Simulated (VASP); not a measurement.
# Ca (Fm-3m) in VASP: single point with PBEsol

Aim: the single point of Ca with PBEsol.

Everything below comes from runs of VASP 6.6.1. Logs are shortened: lines on timing, memory, paths and dates and some standing lists are left out, and cuts for length are marked.

**1. The crystal as given**

Symmetry: Fm-3m, No. 225, cubic system. The conventional cell has a = 5.458 Å, b = 5.458 Å, c = 5.458 Å, α = 90.00°, β = 90.00°, γ = 90.00°. Around Ca (site symmetry m-3m) lie 12 Ca at 3.86 Å.

**2. Single point, PBEsol, non-collinear spin, zero start, spin-orbit coupling**

INCAR reads:

```
SYSTEM = Ca
PREC = Accurate
ENCUT = 520
EDIFF = 1E-6
ISMEAR = 0
SIGMA = 0.1
LREAL = .False.
LASPH = .True.
NELM = 100
ALGO = Fast
ISIF = 2
LWAVE = .False.
LCHARG = .False.
LNONCOLLINEAR = .True.
MAGMOM = 0 0 0
LORBIT = 11
LSORBIT = .True.
GGA_COMPAT = .False.
GGA = PS
NBANDS = 21
```

KPOINTS reads:

```
regular mesh
0
Gamma
  14 14 14
  0 0 0
```

POSCAR reads:

```
Ca
1.0
    0.0000000000      2.7290300000      2.7290300000
    2.7290300000      0.0000000000      2.7290300000
    2.7290300000      2.7290300000      0.0000000000
Ca
1
Direct
    1.0000000000      0.0000000000      0.0000000000
```

Potentials or basis: VASP PAW PBE potentials, release 64 (Ca_sv).

Run with:

```bash
> cat potpaw_PBE.64/Ca_sv/POTCAR > POTCAR
> mpirun -np 1 vasp_ncl > vasp.out
```

OUTCAR:

```text
SYSTEM = Ca
   PREC = Accurate
   ENCUT = 520
   EDIFF = 1E-6
   ISMEAR = 0
   LREAL = .False.
   LASPH = .True.
   NELM = 100
   ISIF = 2
   LNONCOLLINEAR = .True.
   LORBIT = 11
   LSORBIT = .True.
   GGA = PS

 ion  position               nearest neighbor table
   1  0.000  0.000  0.000-

  LATTYP: Found a face centered cubic cell.
 ALAT       =     5.4580600000

  Lattice vectors:

 A1 = (   0.0000000000,   2.7290300000,   2.7290300000)
 A2 = (   2.7290300000,   0.0000000000,   2.7290300000)
 A3 = (   2.7290300000,   2.7290300000,   0.0000000000)

Analysis of symmetry for initial positions (statically):
=====================================================================
 Subroutine PRICEL returns:
 Original cell was already a primitive cell.

 Routine SETGRP: Setting up the symmetry group for a
 face centered cubic supercell.

 Subroutine GETGRP returns: Found 48 space group operations
 (whereof 48 operations were pure point group operations)
 out of a pool of 48 trial point group operations.

The static configuration has the point symmetry O_h .

Analysis of symmetry for dynamics (positions and initial velocities):
=====================================================================
 Subroutine PRICEL returns:
 Original cell was already a primitive cell.

 Routine SETGRP: Setting up the symmetry group for a
 face centered cubic supercell.

 Subroutine GETGRP returns: Found 48 space group operations
 (whereof 48 operations were pure point group operations)
 out of a pool of 48 trial point group operations.

The dynamic configuration has the point symmetry O_h .

Analysis of structural, dynamic, and magnetic symmetry:
=====================================================================
 Subroutine PRICEL returns:
 Original cell was already a primitive cell.

 Routine SETGRP: Setting up the symmetry group for a
 face centered cubic supercell.

 Subroutine GETGRP returns: Found 48 space group operations
 (whereof 48 operations were pure point group operations)
 out of a pool of 48 trial point group operations.

The overall configuration has the point symmetry O_h .

 Subroutine INISYM returns: Found 48 space group operations
 (whereof 48 operations are pure point group operations),
 and found     1 'primitive' translations

----------------------------------------------------------------------------------------

                                     Primitive cell

  volume of cell :      40.6495

  direct lattice vectors                    reciprocal lattice vectors
     0.000000000  2.729030000  2.729030000    -0.183215282  0.183215282  0.183215282
     2.729030000  0.000000000  2.729030000     0.183215282 -0.183215282  0.183215282
     2.729030000  2.729030000  0.000000000     0.183215282  0.183215282 -0.183215282

  length of vectors
     3.859431238  3.859431238  3.859431238     0.317338176  0.317338176  0.317338176

  position of ions in fractional coordinates (direct lattice)
     0.000000000  0.000000000  0.000000000

  ion indices of the primitive-cell ions
   primitive index   ion index
                 1           1

----------------------------------------------------------------------------------------

 KPOINTS: regular mesh

Automatic generation of k-mesh.
 Grid dimensions read from file:
 generate k-points for:   14   14   14

 Generating k-lattice:

  Cartesian coordinates                     Fractional coordinates (reciprocal lattice)
    -0.013086806  0.013086806  0.013086806     0.071428571  0.000000000  0.000000000
     0.013086806 -0.013086806  0.013086806     0.000000000  0.071428571  0.000000000
     0.013086806  0.013086806 -0.013086806     0.000000000  0.000000000  0.071428571

  Length of vectors
     0.022667013  0.022667013  0.022667013

  Shift w.r.t. Gamma in fractional coordinates (k-lattice)
     0.000000000  0.000000000  0.000000000

 Subroutine IBZKPT returns following result:
 ===========================================

 Found    104 irreducible k-points:

 Following reciprocal coordinates:
            Coordinates               Weight
  0.000000  0.000000  0.000000      1.000000
  0.071429  0.000000  0.000000      8.000000
  0.142857  0.000000  0.000000      8.000000
  0.214286  0.000000  0.000000      8.000000
  0.285714  0.000000  0.000000      8.000000
  0.357143  0.000000  0.000000      8.000000
[... 16 lines left out ...]
  0.214286  0.142857  0.000000     24.000000
  0.285714  0.142857  0.000000     24.000000
 [... further k-points ...]
   k-points           NKPTS =    104   k-points in BZ     NKDIM =    104   number of bands    NBANDS=     21
   number of dos      NEDOS =    301   number of ions     NIONS =      1
   total plane-waves  NPLWV =  27000
   dimension x,y,z NGX =    30 NGY =   30 NGZ =   30
   dimension x,y,z NGXF=    60 NGYF=   60 NGZF=   60
   ions per type =               1
   NGX,Y,Z   is equivalent  to a cutoff of  12.92, 12.92, 12.92 a.u.
   NGXF,Y,Z  is equivalent  to a cutoff of  25.85, 25.85, 25.85 a.u.
 SYSTEM =  Ca
   PREC   = accura    normal or accurate (medium, high low for compatibility)
   ISTART =      0    job   : 0-new  1-cont  2-samecut
   ICHARG =      2    charge: 1-file 2-atom 10-const
   ISPIN  =      1    spin polarized calculation?
   LNONCOLLINEAR =      T non collinear calculations
   LSORBIT =      T    spin-orbit coupling
   LASPH  =      T    aspherical Exc in radial PAW
   ENCUT  =  520.0 eV  38.22 Ry    6.18 a.u.   7.18  7.18  7.18*2*pi/ulx,y,z
   NELM   =    100;   NELMIN=  2; NELMDL= -5     # of ELM steps
   EDIFF  = 0.1E-05   stopping-criterion for ELM
   LREAL  =      F    real-space projection
   EDIFFG = 0.1E-04   stopping-criterion for IOM
   NSW    =      0    number of steps for IOM
   IBRION =     -1    ionic relax: 0-MD 1-quasi-New 2-CG
   NFREE  =      0    steps in history (QN), initial steepest desc. (CG)
   ISIF   =      2    stress and relaxation
   ISYM   =      2    0-nonsym 1-usesym 2-fastsym
   POTIM  = 0.5000    time-step for ionic-motion
   TEBEG  =    0.0;   TEEND  =   0.0 temperature during run
   PSTRESS=    0.0 pullay stress
   NELECT =      10.0000    total number of electrons
   NUPDOWN=      -1.0000    fix difference up-down
   EMIN   =  10.00;   EMAX   =-10.00  energy-range for DOS
   EFERMI =   0.00;   METHOD = LEGACY
   ISMEAR =     0;   SIGMA  =   0.10  broadening in eV -4-tet -1-fermi 0-gaus
   EFERMI_NEDOS =   21; number of points for ismear=-14 and -15
   IALGO  =     68    algorithm
   IMIX   =      4    mixing-type and parameters
     AMIX     =   0.40;   BMIX     =  1.00
     AMIX_MAG =   1.60;   BMIX_MAG =  1.00
  volume/ion in A,a.u.               =      40.65       274.32
  Fermi-wavevector in a.u.,A,eV,Ry     =   1.025785  1.938453 14.316536  1.052236
  Thomas-Fermi vector in A             =   2.159644
   LORBIT       =     11    0 simple, 1 ext, 2 COOP (PROOUT), +10 PAW based schemes
   GGA     = PS    functional components
   LHFCALC =     F    Hartree Fock is set to
   AEXX    =    0.0000 exact exchange contribution
   IVDW    =     0    specifies the selected vdW correction
   LEPSILON=     F    determine dielectric tensor
   LRPA    =     F    only Hartree local field effects (RPA)
 RMM-DIIS sequential band-by-band and
 Gauss-broadening in eV      SIGMA  =   0.10
  energy-cutoff  :      520.00
  volume of cell :       40.65
 maximum number of plane-waves:      2226
 NGX is ok and might be reduce to    30
   NGX = 15   NGY = 15   NGZ = 15

 number of electron      10.0000002 magnetization       0.0000000      0.0000000      0.0000000

 number of electron      10.0000002 magnetization      -0.0000000     -0.0000000      0.0000000

 number of electron      10.0000002 magnetization       0.0000000      0.0000000     -0.0000000

 Free energy of the ion-electron system (eV)
  ---------------------------------------------------
  ext. energy  EPLUGINS =         0.00000000
  ---------------------------------------------------
  free energy    TOTEN  =        -2.14036924 eV

  energy without entropy =       -2.13332962  energy(sigma->0) =       -2.13684943

 E-fermi :   2.0315     XC(G=0):  -7.9301

 val. band max:        2.0286761321   @ k =  -0.4286   0.2143   0.0714
 cond. band min:       2.0523513958   @ k =  -0.3571   0.3571   0.0000
 fundamental gap:      0.0236752637
 Fermi energy:         2.0315276626

 k-point     1 :       0.0000    0.0000    0.0000
  band No.  band energies     occupation
      1     -39.7188      1.00000
      2     -39.7188      1.00000
      3     -20.9589      1.00000
      4     -20.9589      1.00000
      5     -20.5792      1.00000
      6     -20.5792      1.00000
[... 13 lines left out ...]
     20       5.5405      0.00000
     21      11.3294      0.00000
[... 529 lines left out ...]
 k-point    24 :       0.2857    0.1429    0.0000
  band No.  band energies     occupation
      1     -39.7089      1.00000
      2     -39.7089      1.00000
      3     -21.0005      1.00000
      4     -21.0005      1.00000
      5     -20.6391      1.00000
      6     -20.6391      1.00000
[... 13 lines left out ...]
     20       5.8563      0.00000
     21      10.0154      0.00000

 [... further k-points ...]
[... 5 lines left out ...]
  --------------------------------------------------------------------------------------
  -------------------------------------------------------------------------------------
  Total       -0.0009614     -0.0009614     -0.0009614      0.0000000     -0.0000000      0.0000000
  in kB       -0.0378930     -0.0378930     -0.0378930      0.0000000     -0.0000000      0.0000000
  external PRESSURE =      -0.0378930 kB  Pullay stress =       0.0000000 kB

 VOLUME and BASIS-vectors are now :
 -----------------------------------------------------------------------------
  energy-cutoff  :      520.00
  volume of cell :       40.65
      direct lattice vectors                 reciprocal lattice vectors
     0.000000000  2.729030000  2.729030000    -0.183215282  0.183215282  0.183215282
     2.729030000  0.000000000  2.729030000     0.183215282 -0.183215282  0.183215282
     2.729030000  2.729030000  0.000000000     0.183215282  0.183215282 -0.183215282

 POSITION                                       TOTAL-FORCE (eV/Angst)
 -----------------------------------------------------------------------------------
      0.00000      0.00000      0.00000         0.000000      0.000000      0.000000
 -----------------------------------------------------------------------------------
    total drift:                               -0.000000     -0.000000     -0.000000

  FREE ENERGIE OF THE ION-ELECTRON SYSTEM (eV)
  ---------------------------------------------------
  free  energy   TOTEN  =        -2.1403692380 eV

  energy  without entropy=       -2.1333296238  energy(sigma->0) =       -2.13684943

 Spin-Orbit-Coupling matrix elements

 Ion:    1  E_soc:     -0.0059248
 l=   1
     0.0000000    -0.0009877    -0.0009877
    -0.0009877     0.0000000    -0.0009877
    -0.0009877    -0.0009877     0.0000000
 l=   2
     0.0000000     0.0000003     0.0000000     0.0000003    -0.0000000
     0.0000003     0.0000000    -0.0000000     0.0000003    -0.0000000
     0.0000000    -0.0000000     0.0000000    -0.0000000     0.0000000
     0.0000003     0.0000003    -0.0000000     0.0000000    -0.0000000
    -0.0000000    -0.0000000     0.0000000    -0.0000000     0.0000000
 l=   3
     0.0000000     0.0000000     0.0000000     0.0000000     0.0000000     0.0000000     0.0000000
     0.0000000     0.0000000     0.0000000     0.0000000     0.0000000     0.0000000     0.0000000
     0.0000000     0.0000000     0.0000000     0.0000000     0.0000000     0.0000000     0.0000000
     0.0000000     0.0000000     0.0000000     0.0000000     0.0000000     0.0000000     0.0000000
     0.0000000     0.0000000     0.0000000     0.0000000     0.0000000     0.0000000     0.0000000
     0.0000000     0.0000000     0.0000000     0.0000000     0.0000000     0.0000000     0.0000000
     0.0000000     0.0000000     0.0000000     0.0000000     0.0000000     0.0000000     0.0000000

 total charge

# of ion       s       p       d       tot
------------------------------------------
    1        2.088   5.831   0.167   8.085

 magnetization (x)

# of ion       s       p       d       tot
------------------------------------------
    1        0.000   0.000   0.000   0.000

 magnetization (y)

# of ion       s       p       d       tot
------------------------------------------
    1        0.000   0.000   0.000   0.000

 magnetization (z)

# of ion       s       p       d       tot
------------------------------------------
    1       -0.000  -0.000   0.000  -0.000
```

It took 2.6 min on 1 thread of AMD EPYC 9R45 (Zen 5), shared host; peak memory 0.32 GiB.

What came out:

| Item | Value |
| --- | --- |
| Free energy | -2.1404 eV |
| Pressure | 0.0 GPa |
| Net moment | 0.00 μB per cell |
| Valence electrons inside the program's atomic spheres | Ca 8.09 |

Moments on the atoms (μB; x, y, z):
```
Ca  0.00 0.00 0.00
```

Caveat: the PAW data sets were made with another functional, which shifts forces and pressure a little.
